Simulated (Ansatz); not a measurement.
## Response of Na to small distortions

```yaml
crystal:
  lattice:
    - [3.76700, 0.00000, 0.00000]
    - [-1.88350, 3.26232, 0.00000]
    - [0.00000, 0.00000, 6.15400]
  atoms:
    - { symbol: Na, position: [0.33333, 0.66667, 0.25000] }
    - { symbol: Na, position: [0.66667, 0.33333, 0.75000] }
```

Atom numbers follow the list: Na1, Na2.

The structure is an experimental refinement, used without relaxation.

Computed with DFT, PBE, all-electron LAPW, scalar-relativistic in Ansatz 0.2.0.

Settings: a Γ-centred 13×13×7 k mesh, Fermi–Dirac smearing of 0.05 eV, basis error target 0.25 meV/atom, no spin polarisation.

The unchanged cell is at -0.14 GPa.

In a metal, stresses and small energies carry noise from the k mesh.

x, y and z are the Cartesian axes of the cell as listed; fractional coordinates follow a strain, and an engineering shear is twice the off-diagonal strain component.

(1) One change gave: energy change +1 meV/atom; stress change (xx, yy, zz, yz, xz, xy) 0.02, 0.02, -0.01, 0.10, 0.09, 0.09 GPa, compression positive; change of the force on Na1 (0.012, 0.000, 0.002) eV/Å. Which change was it?
A. equal xy, yz and zx engineering shear strains of +3 %
B. z strained by -4 % at fixed volume
C. equal xy, yz and zx engineering shear strains of +2 %
D. equal xy, yz and zx engineering shear strains of -1 %
E. equal xy, yz and zx engineering shear strains of -2 %
F. equal xy, yz and zx engineering shear strains of -3 %
G. equal xy, yz and zx engineering shear strains of +1 %
H. equal xy, yz and zx engineering shear strains of -1.5 %
I. atom 1 (Na) moved by (0.0289, 0.0289, 0.0289) Å

Results:

(1) F. For equal xy, yz and zx engineering shear strains of -1.5 %: energy change under 1 meV/atom; stress change (xx, yy, zz, yz, xz, xy) 0.01, 0.00, 0.00, 0.06, 0.06, 0.05 GPa, compression positive. For z strained by -4 % at fixed volume: energy change +3 meV/atom; stress change (xx, yy, zz, yz, xz, xy) -0.11, -0.11, 0.27, 0.00, 0.00, 0.00 GPa, compression positive. For atom 1 (Na) moved by (0.0289, 0.0289, 0.0289) Å: energy change under 1 meV/atom; stress change (xx, yy, zz, yz, xz, xy) -0.02, 0.02, 0.00, 0.00, 0.00, -0.02 GPa, compression positive; change of the force on Na1 (-0.003, -0.004, -0.019) eV/Å. For equal xy, yz and zx engineering shear strains of -1 %: energy change under 1 meV/atom; stress change (xx, yy, zz, yz, xz, xy) 0.00, 0.00, 0.00, 0.04, 0.04, 0.04 GPa, compression positive. For equal xy, yz and zx engineering shear strains of +2 %: energy change under 1 meV/atom; stress change (xx, yy, zz, yz, xz, xy) 0.01, 0.01, 0.00, -0.08, -0.08, -0.07 GPa, compression positive. For equal xy, yz and zx engineering shear strains of -2 %: energy change under 1 meV/atom; stress change (xx, yy, zz, yz, xz, xy) 0.01, 0.01, 0.00, 0.07, 0.07, 0.07 GPa, compression positive. For equal xy, yz and zx engineering shear strains of +1 %: energy change under 1 meV/atom; stress change (xx, yy, zz, yz, xz, xy) 0.00, 0.00, 0.00, -0.04, -0.04, -0.04 GPa, compression positive. For equal xy, yz and zx engineering shear strains of +3 %: energy change +1 meV/atom; stress change (xx, yy, zz, yz, xz, xy) 0.02, 0.02, 0.00, -0.10, -0.11, -0.10 GPa, compression positive.
